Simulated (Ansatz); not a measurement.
# Si8N: the cost of one run

Program: Ansatz 0.2.0. Level of theory: DFT PBE, scalar-relativistic, plane waves, PAW. These are calculated values, not measurements.

11 further runs of the same task are left out: 1 that didn't finish, 10 set aside as unsound or not needed. Runs told in other sessions of the task aren't counted.

**1. The starting structure**

It takes space group Pm (No. 6, monoclinic). Conventional cell: a = 6.365 Å, b = 7.702 Å, c = 22.253 Å, α = 90.00°, β = 90.00°, γ = 90.00°. Si (site symmetry m) has 3 Si at 2.36 to 2.38 Å in its first shell of neighbours. Si (site symmetry 1) has 4 Si at 2.36 to 2.38 Å in its first shell of neighbours. Around Si (site symmetry 1) lie 4 Si at 2.31 to 2.38 Å. Only part of the 14 independent sites is listed.

Structure file:

```
Si N
1.0
     7.70216    0.00000    0.00000
     0.00000    6.36468    0.00000
     0.00000    0.00000   22.25254
Si N
16 2
Direct
  0.00000 0.93707 0.17975
  0.50000 0.93707 0.17975
  0.00000 0.56293 0.17975
  0.50000 0.56293 0.17975
  0.25000 0.43707 0.22971
  0.75000 0.43707 0.22971
  0.25000 0.06293 0.22971
  0.75000 0.06293 0.22971
  0.25000 0.93330 0.33026
  0.75000 0.93330 0.33026
  0.25000 0.56670 0.33026
  0.75000 0.56670 0.33026
  0.00000 0.42599 0.37086
  0.50000 0.42599 0.37086
  0.00000 0.07401 0.37086
  0.50000 0.07401 0.37086
  0.00000 0.34743 0.43557
  0.00000 0.50455 0.43557
```

This is the geometry of the first run shown, built on a cell relaxed beforehand with the same method.

**2. What is varied**

Atoms count from 1 in the order of the input.

N2 lies flat over one site of a rigid substrate while its bond length and height are varied.

- distance N17-N18: 8 values from 1.000 to 3.000 Å
- height of the N2 axis above the plane of Si13: 8 values from 0.80 to 3.60 Å

Nothing else is relaxed. Points are written as (first, second).

**3. The run at (1.000 Å, 1.44 Å)**

A dipole layer in the vacuum cancels the field that periodic copies would set up if the slab's two faces differ.

Contents of input.yaml:

```yaml
crystal:
  lattice:
    - [7.7021642883, 0.0, 0.0]
    - [0.0, 6.3646813592, 0.0]
    - [0.0, 0.0, 22.252543418]
  atoms:
    - { symbol: Si, position: [0.0, 0.9370679227, 0.179754733] }
    - { symbol: Si, position: [0.5, 0.9370679227, 0.179754733] }
    - { symbol: Si, position: [0.0, 0.5629320773, 0.179754733] }
    - { symbol: Si, position: [0.5, 0.5629320773, 0.179754733] }
    - { symbol: Si, position: [0.25, 0.4370679227, 0.2297135909] }
    - { symbol: Si, position: [0.75, 0.4370679227, 0.2297135909] }
    - { symbol: Si, position: [0.25, 0.0629320773, 0.2297135909] }
    - { symbol: Si, position: [0.75, 0.0629320773, 0.2297135909] }
    - { symbol: Si, position: [0.25, 0.9333044641, 0.3302593493] }
    - { symbol: Si, position: [0.75, 0.9333044641, 0.3302593493] }
    - { symbol: Si, position: [0.25, 0.5666955359, 0.3302593493] }
    - { symbol: Si, position: [0.75, 0.5666955359, 0.3302593493] }
    - { symbol: Si, position: [0.0, 0.4259907503, 0.3708584346] }
    - { symbol: Si, position: [0.5, 0.4259907503, 0.3708584346] }
    - { symbol: Si, position: [0.0, 0.0740092497, 0.3708584346] }
    - { symbol: Si, position: [0.5, 0.0740092497, 0.3708584346] }
    - { symbol: "N", position: [0.0, 0.3474322221, 0.4355701385] }
    - { symbol: "N", position: [0.0, 0.5045492785, 0.4355701385] }
basis:
  ecutwfc: 420
kpoints:
  mp_grid: { grid: [4, 4, 1] }
hamiltonian:
  xc: pbe
  pseudopotentials: { kind: paw, azcp: { folder: soft_1 } }
scf:
  occupations: { method: gaussian, width: 0.05 }
output:
  forces: true
  eigenvalues: true
efield:
  axis: 3
  dipole_correction: true
  ramp_width: 0.04
```

Launch:

```console
$ ansatz run input.yaml --threads 1 --pin off --max-ram 3072MiB --backend cpu --events-out ev --progress --plain --runs-dir out
```

What time and memory should one allow on 1 thread of Arm Neoverse V2, shared host?

About 56 s, with a peak of 1 GiB.
